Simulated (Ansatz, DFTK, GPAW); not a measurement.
# One calculation of Ir, 4 ways

```
CELL_PARAMETERS angstrom
0.00000 1.91560 1.91560
1.91560 0.00000 1.91560
1.91560 1.91560 0.00000
ATOMIC_POSITIONS crystal
Ir 0.00000 0.00000 0.00000
```

Alike in all runs: task band structure; functional PBEsol; k mesh 12 × 12 × 12; occupations fermi-dirac, width 0.05 eV; no spin polarisation; no spin-orbit coupling. Pressure is positive in compression and, in plane waves, holds the error of the finite cutoff, which Ansatz's Pulay term estimates and takes out.

| program and potentials | plane-wave cutoff (eV) | notes | pressure (GPa) |
| --- | --- | --- | --- |
| DFTK, SG15 1.2 (PBE) | 1225 | potentials made for PBE; 17 valence electrons an atom on average | -0.30 |
| Ansatz, PAW datasets made for the crystal | 300 | 17 valence electrons an atom on average | -0.72 |
| GPAW, PAW data sets generated for this functional | 600 | 15 valence electrons an atom on average | -1.98 |
| Ansatz, all-electron LAPW, scalar-relativistic | - | - | -0.72 |

The pressure spans -1.98 (GPAW, PAW data sets generated for this functional) to -0.30 GPa (DFTK, SG15 1.2 (PBE)), with all-electron results at -0.72.

Differences between rows come from potentials, basis sets and numerical settings, since the functional is the same but for its coding. Runs on potential files found faulty are left out.
